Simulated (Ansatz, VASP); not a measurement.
**One calculation of W, two programs**

File INCAR:

```
PREC = Accurate
ENCUT = 520
EDIFF = 1E-6
ISMEAR = 0
SIGMA = 0.15
LREAL = False
LASPH = True
NELM = 100
ALGO = Fast
ISIF = 2
LWAVE = False
LCHARG = False
GGA = PS
NBANDS = 13
```

Contents of KPOINTS:

```
regular mesh
0
Gamma
  20 20 20
```

File POSCAR:

```
W
1.0
    0.0000000000      1.9995500000      2.0909000000
    1.9995500000      0.0000000000      2.0909000000
    1.9995500000      1.9995500000      0.0000000000
W
1
Direct
    0.0000000000      0.0000000000      0.0000000000
```

Input for Ansatz:

```yaml
crystal:
  lattice:
    - [0.0, 1.99955, 2.0909]
    - [1.99955, 0.0, 2.0909]
    - [1.99955, 1.99955, 0.0]
  atoms:
    - { symbol: W, position: [0.0, 0.0, 0.0] }
basis:
  ecutwfc: 420
kpoints:
  mp_grid: { grid: [20, 20, 20] }
hamiltonian:
  xc: pbesol
scf:
  occupations: { method: gaussian, width: 0.15 }
output:
  forces: true
  stress: true
  eigenvalues: true
```

Change from the starting cell: strain -0.015 along x and y, +0.030 along z, atoms carried along.

Alike in both runs: task single point; functional PBEsol; k mesh 20 × 20 × 20; occupations gaussian, width 0.15 eV; no spin polarisation.

|  | VASP | Ansatz |
| --- | --- | --- |
| version | VASP 6.6.1 | Ansatz 0.2.0 |
| potentials or method | VASP PAW PBE potentials, release 64 (W_sv) | scalar-relativistic, plane waves, PAW |
| plane-wave cutoff (eV) | 520 | 420 |
| valence electrons in the cell | 14 | 14 |

Ansatz gave:

- gap on the k mesh at the Fermi level (eV): none
- pressure (GPa): -12.5
- largest component of the traceless stress (GPa): 6.67

**Question.** Which values does VASP return?

**Answer.** gap on the k mesh at the Fermi level (eV): none; pressure (GPa): -12.1; largest component of the traceless stress (GPa): 6.70.

A gap of «none» marks a metal or a gap that the smearing closes.

Caveats: the PAW data sets were made with another functional, which shifts forces and pressure a little (VASP). The runs have no spin-orbit coupling, so splittings on W are missing.
